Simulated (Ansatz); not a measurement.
## Ag: changing the dispersion correction

The cell as given:

Space group Fm-3m (No. 225). a = 4.085 Å, b = 4.085 Å, c = 4.085 Å, α = 90.00°, β = 90.00°, γ = 90.00°
| atom | site | symmetry | x | y | z |
| --- | --- | --- | --- | --- | --- |
| Ag | 4a | m-3m | 0.0000 | 0.0000 | 0.0000 |

Kept alike: task relaxation of cell and atoms; functional PBE; k mesh 11 × 11 × 11; occupations fermi-dirac, width 0.05 eV; no spin polarisation. Program: Ansatz, Ansatz PAW, cutoff 420 eV. The mesh is that of the run's cell of 1 atom. No spin-orbit coupling.

| dispersion correction | volume (Å³/atom) |
| --- | --- |
| D3(BJ) | 16.848 |
| D3(BJ)-ATM | 17.031 |
| D4 | 16.962 |
| none | 17.799 |

The relaxations keep at least the cell's symmetry (Fm-3m). For a metal such a mesh leaves the last digits unconverged. Relaxations stop with a little pressure left, so the last digits of a volume or edge aren't settled.

Problem. What does the dispersion correction change here?

Solution. The volume runs from 16.848 (D3(BJ)) to 17.799 Å³/atom (none). Against no correction: D3(BJ) -5.3 %; D3(BJ)-ATM -4.3 %; D4 -4.7 %. Dispersion terms mostly attract and so lower the volume; the schemes' coefficients and damping set how far. Measured: 17.05 Å³/atom (arxiv:1608.01376); nearest D3(BJ)-ATM, 0.02 Å³/atom off. The runs are for a static lattice.
